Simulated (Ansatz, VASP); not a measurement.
# One calculation of Te, two programs

Contents of INCAR:

```
SYSTEM = Te
ALGO = Normal
EDIFF = 1E-6
ENCUT = 520
GGA = PS
ISIF = 2
ISMEAR = -1
LASPH = .TRUE.
LCHARG = .FALSE.
LREAL = .FALSE.
LWAVE = .FALSE.
NBANDS = 13
NELM = 80
PREC = Accurate
SIGMA = 0.08
```

The input KPOINTS:

```
k-points
0
G
  14 14 8
  0 0 0
```

Contents of POSCAR:

```
Te
1.0
    2.9915765196      0.0000000000      0.0000000000
   -1.4957882598      2.5907812633      0.0000000000
    0.0000000000      0.0000000000      4.5660907696
Te
2
Direct
    0.3333333333      0.6666666667      0.2500000000
    0.6666666667      0.3333333333      0.7500000000
```

Input for Ansatz:

```yaml
crystal:
  lattice:
    - [2.9915765196, 0.0, 0.0]
    - [-1.4957882598, 2.5907812633, 0.0]
    - [0.0, 0.0, 4.5660907696]
  atoms:
    - { symbol: Te, position: [0.3333333333, 0.6666666667, 0.25] }
    - { symbol: Te, position: [0.6666666667, 0.3333333333, 0.75] }
kpoints:
  mp_grid: { grid: [14, 14, 8] }
scf:
  occupations: { method: fermi_dirac, width: 0.08 }
hamiltonian:
  xc: pbesol
  pseudopotentials: { kind: paw }
output:
  forces: true
  stress: true
  eigenvalues: true
  populations: true
```

Change from the starting cell: volume scaled by 0.6, PAW files.

Alike in both runs: task single point; functional PBEsol; k mesh 14 × 14 × 8; occupations fermi-dirac, width 0.08 eV; no spin polarisation.

|  | VASP | Ansatz |
| --- | --- | --- |
| version | VASP 6.6.1 | Ansatz 0.2.0 |
| potentials or method | VASP PAW PBE potentials, release 64 (Te) | PAW with Ansatz's default frozen-core files, scalar-relativistic |
| plane-wave cutoff (eV) | 520 | 420 |
| valence electrons in the cell | 12 | 32 |

```csv
,VASP,Ansatz,Ansatz less VASP
pressure (GPa),72.8,71.9,-0.86
largest component of the traceless stress (GPa),0.05,0.22,+0.166
```

The two sets of potentials don't hold the same shells in valence.

Caveats: the cell as given lies far from equilibrium; so large a pressure means that the cell lies far from this level's equilibrium, or that cutoff or potentials fall short (VASP); the potentials were made for another functional, which shifts forces and pressure (VASP). Spin-orbit coupling is left out, which matters for the levels of Te.
